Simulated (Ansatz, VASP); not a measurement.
One calculation of HfB4, two programs

File INCAR:

```
  PREC = Accurate
  ENCUT = 520
  EDIFF = 1E-6
  ISMEAR = 0
  SIGMA = 0.1
  LREAL = False
  LASPH = True
  NELM = 60
  ALGO = Normal
  ISIF = 2
  LWAVE = False
  LCHARG = True
  GGA = PE
  LELF = True
  LVHAR = True
  NBANDS = 19
```

The input KPOINTS:

```
Automatic mesh
0
Gamma
  6 6 6
```

File POSCAR:

```
HfB4
1.0
    1.7228533800      0.9946898600      4.5637827900
   -1.7228533800      0.9946898600      4.5637827900
    0.0000000000     -1.9893797300      4.5637827900
Hf B
1 4
Direct
    0.5000000000      0.5000000000      0.5000000000
    0.6493987700      0.6493987700      0.6493987700
    0.3506012300      0.3506012300      0.3506012300
    0.7960845400      0.7960845400      0.7960845400
    0.2039154600      0.2039154600      0.2039154600
```

Input for Ansatz:

```yaml
crystal:
  lattice:
    - [1.72285338, 0.99468986, 4.56378279]
    - [-1.72285338, 0.99468986, 4.56378279]
    - [0.0, -1.98937973, 4.56378279]
  atoms:
    - { symbol: Hf, position: [0.5, 0.5, 0.5] }
    - { symbol: B, position: [0.64939877, 0.64939877, 0.64939877] }
    - { symbol: B, position: [0.35060123, 0.35060123, 0.35060123] }
    - { symbol: B, position: [0.79608454, 0.79608454, 0.79608454] }
    - { symbol: B, position: [0.20391546, 0.20391546, 0.20391546] }
basis:
  ecutwfc: 420
kpoints:
  mp_grid: { grid: [6, 6, 6] }
hamiltonian:
  xc: pbe
scf:
  occupations: { method: gaussian, width: 0.1 }
  lower_state_search: "off"
output:
  forces: true
  stress: true
  eigenvalues: true
```

Alike in both runs: task single point; functional PBE; k mesh 6 × 6 × 6; occupations gaussian, width 0.1 eV; no spin polarisation.

|  | VASP | Ansatz |
| --- | --- | --- |
| version | VASP 6.6.1 | Ansatz 0.2.0 |
| potentials or method | VASP PAW PBE potentials, release 64 (Hf_pv, B) | scalar-relativistic, plane waves, PAW |
| plane-wave cutoff (eV) | 520 | 420 |
| valence electrons in the cell | 22 | 38 |

|  | VASP | Ansatz | Ansatz less VASP |
| --- | --- | --- | --- |
| gap on the k mesh at the Fermi level (eV) | none | none | - |
| rms of the force components (eV/Å) | 2.859 | 2.769 | -0.0904 |

Atom by atom the forces differ by 0.094 eV/Å (rms over components). A gap of «none» marks a metal or a gap that the smearing closes. With one functional, cell and mesh, what is left measures potentials, basis and numerics. The two sets of potentials don't hold the same shells in valence.

Caveats: forces of over 1 eV/Å show positions far from the minimum, so gaps and moduli don't describe the material at rest. The runs have no spin-orbit coupling, so splittings on Hf are missing.
